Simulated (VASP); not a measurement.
Calculation: PBEsol GGA, VASP's PBE PAW potentials (set 64) (plane waves; VASP 6.6.1).

Input for VASP

File KPOINTS:
```
Regular mesh
0
Gamma
6 6 6
0 0 0
```

INCAR:
```
! general
SYSTEM   =  CsI
PREC     =  Accurate
ENCUT    =  500   ! plane-wave cut-off (eV)
LREAL    =  .FALSE.
LASPH    =  .TRUE.   ! aspherical one-centre terms

! electronic loop
EDIFF    =  1E-6   ! SCF stop (eV)
NELM     =  100   ! most electronic steps
ALGO     =  Normal   ! blocked Davidson
LMAXMIX  =  4

! smearing
ISMEAR   =  0
SIGMA    =  0.05   ! width (eV)

! functional
GGA      =  PS   ! PBEsol

! ions
IBRION   =  2   ! conjugate gradients
NSW      =  40
ISIF     =  3   ! ions, shape and volume
EDIFFG   =  -0.02   ! ionic stop
PSTRESS  =  50

! output
LWAVE    =  .FALSE.
LCHARG   =  .FALSE.
```

**POSCAR**
```
CsI
1
    4.1949437050     0.0000000000     0.0000000000
    0.0000000000     4.1949437050     0.0000000000
    0.0000000000     0.0000000000     4.1949437050
Cs I
1 1
Direct
  0.0000000000   0.0000000000   0.0000000000
  0.5000000000   0.5000000000   0.5000000000
```

POTCAR, in this order: Cs_sv I (PBE.64 set). Program: vasp_std.

Output of the run:

OUTCAR:
```
 ion  position               nearest neighbor table
   1  0.000  0.000  0.000-
   2  0.500  0.500  0.500-
  LATTYP: Found a simple cubic cell.
 ALAT       =     4.1949437050
 Subroutine PRICEL returns:
 Original cell was already a primitive cell.
 Subroutine GETGRP returns: Found 48 space group operations
The static configuration has the point symmetry O_h .
The dynamic configuration has the point symmetry O_h .
 Subroutine INISYM returns: Found 48 space group operations
 Subroutine IBZKPT returns following result:
 Found     20 irreducible k-points:

 Following reciprocal coordinates:
            Coordinates               Weight
  0.000000  0.000000  0.000000      1.000000
  0.166667  0.000000  0.000000      6.000000
  0.333333  0.000000  0.000000      6.000000
  0.500000  0.000000  0.000000      3.000000
  0.166667  0.166667  0.000000     12.000000
  0.333333  0.166667  0.000000     24.000000
  0.500000  0.166667  0.000000     12.000000
  0.333333  0.333333  0.000000     12.000000
  0.500000  0.333333  0.000000     12.000000
  0.500000  0.500000  0.000000      3.000000
  0.166667  0.166667  0.166667      8.000000
  0.333333  0.166667  0.166667     24.000000
  0.500000  0.166667  0.166667     12.000000
  0.333333  0.333333  0.166667     24.000000
  0.500000  0.333333  0.166667     24.000000
  0.500000  0.500000  0.166667      6.000000
  0.333333  0.333333  0.333333      8.000000
  0.500000  0.333333  0.333333     12.000000
  0.500000  0.500000  0.333333      6.000000
  0.500000  0.500000  0.500000      1.000000
   k-points           NKPTS =     20   k-points in BZ     NKDIM =     20   number of bands    NBANDS=     12
   number of dos      NEDOS =    301   number of ions     NIONS =      2
   total plane-waves  NPLWV =  32768
   dimension x,y,z NGX =    32 NGY =   32 NGZ =   32
...
```

### OSZICAR
```
       N       E                     dE             d eps       ncg     rms          rms(c)
DAV:   1     0.882740002678E+02    0.88274E+02   -0.65077E+03   480   0.110E+03
DAV:   2     0.624268769384E+00   -0.87650E+02   -0.82850E+02   672   0.172E+02
DAV:   3    -0.558239232970E+01   -0.62067E+01   -0.61809E+01   600   0.516E+01
DAV:   4    -0.566197740862E+01   -0.79585E-01   -0.79572E-01   556   0.703E+00
DAV:   5    -0.566299923532E+01   -0.10218E-02   -0.10218E-02   600   0.819E-01    0.186E+00
DAV:   6    -0.556803113269E+01    0.94968E-01   -0.12517E-01   520   0.199E+00    0.132E+00
DAV:   7    -0.554780334880E+01    0.20228E-01   -0.10944E-01   564   0.184E+00    0.517E-01
DAV:   8    -0.554874550687E+01   -0.94216E-03   -0.78630E-03   536   0.605E-01    0.144E-01
DAV:   9    -0.554878497120E+01   -0.39464E-04   -0.24471E-04   592   0.134E-01    0.848E-02
DAV:  10    -0.554883827023E+01   -0.53299E-04   -0.26017E-04   564   0.953E-02    0.252E-02
DAV:  11    -0.554883502966E+01    0.32406E-05   -0.53689E-05   532   0.489E-02    0.291E-03
DAV:  12    -0.554883522146E+01   -0.19180E-06   -0.23219E-06   524   0.119E-02
   1 F= -.32450720E+01 E0= -.32450720E+01  d E =-.324507E+01
```

**OUTCAR**
```
------------------------ aborting loop because EDIFF is reached ----------------------------------------
  FORCE on cell =-STRESS in cart. coord.  units (eV):
  Direction    XX          YY          ZZ          XY          YZ          ZX
  --------------------------------------------------------------------------------------
  Total        2.3000991      2.3000991      2.3000991     -0.0000000      0.0000000      0.0000000
  in kB       49.9204754     49.9204754     49.9204754     -0.0000000      0.0000000      0.0000000
  external PRESSURE =      -0.0795246 kB  Pullay stress =      50.0000000 kB
  volume of cell :       73.82
      direct lattice vectors                 reciprocal lattice vectors
     4.194943705  0.000000000  0.000000000     0.238382222  0.000000000  0.000000000
     0.000000000  4.194943705  0.000000000     0.000000000  0.238382222  0.000000000
     0.000000000  0.000000000  4.194943705     0.000000000  0.000000000  0.238382222
 POSITION                                       TOTAL-FORCE (eV/Angst)
 -----------------------------------------------------------------------------------
      0.00000      0.00000      0.00000         0.000000      0.000000      0.000000
      2.09747      2.09747      2.09747         0.000000      0.000000      0.000000
 -----------------------------------------------------------------------------------
    total drift:                                0.000000      0.000000     -0.000000
  FREE ENERGIE OF THE ION-ELECTRON SYSTEM (eV)
  ---------------------------------------------------
  free  energy   TOTEN  =        -5.5488352215 eV

  energy  without entropy=       -5.5488352215  energy(sigma->0) =       -5.54883522
  enthalpy is  TOTEN    =        -3.2450720396 eV   P V=        2.3037631818

 reached required accuracy - stopping structural energy minimisation
```
(Selected blocks of OUTCAR.)

OUTCAR:
```
 val. band max:        2.4943832699   @ k =   0.0000   0.0000   0.0000

 cond. band min:       5.9848477372   @ k =   0.0000   0.0000   0.0000


 Fermi energy:         2.7825134590

 k-point     1 :       0.0000    0.0000    0.0000
  band No.  band energies     occupation
      1     -17.7224      2.00000
      2      -8.6893      2.00000
      3      -4.3554      2.00000
      4      -4.3554      2.00000
      5      -4.3554      2.00000
      6       2.4944      2.00000
      7       2.4944      2.00000
      8       2.4944      2.00000
      9       5.9848      0.00000
     10       5.9848      0.00000
     11       7.2358      0.00000
     12      10.7137      0.00000

 k-point     2 :       0.1667    0.0000    0.0000
  band No.  band energies     occupation
      1     -17.7025      2.00000
      2      -8.7234      2.00000
      3      -4.4050      2.00000
      4      -4.3125      2.00000
      5      -4.3125      2.00000
      6       1.7336      2.00000
      7       2.3830      2.00000
      8       2.3830      2.00000
      9       6.1911      0.00000
     10       6.8096      0.00000
     11       8.0929      0.00000
     12      10.6138      0.00000

 k-point     3 :       0.3333    0.0000    0.0000
  band No.  band energies     occupation
      1     -17.6619      2.00000
      2      -8.8021      2.00000
      3      -4.4488      2.00000
      4      -4.2230      2.00000
      5      -4.2230      2.00000
      6       0.6326      2.00000
      7       2.1538      2.00000
      8       2.1538      2.00000
      9       6.7718      0.00000
     10       8.6485      0.00000
     11       9.6054      0.00000
     12       9.8955      0.00000

 k-point     4 :       0.5000    0.0000    0.0000
  band No.  band energies     occupation
      1     -17.6413      2.00000
      2      -8.8466      2.00000
      3      -4.4421      2.00000
      4      -4.1763      2.00000
      5      -4.1763      2.00000
      6       0.1713      2.00000
...
```

Unless said otherwise, spin-orbit coupling is left out, though it shifts the bands of the heavy elements here.

The compound is CsI in the CsCl type structure. It was relaxed first under an external pressure of 5 GPa.
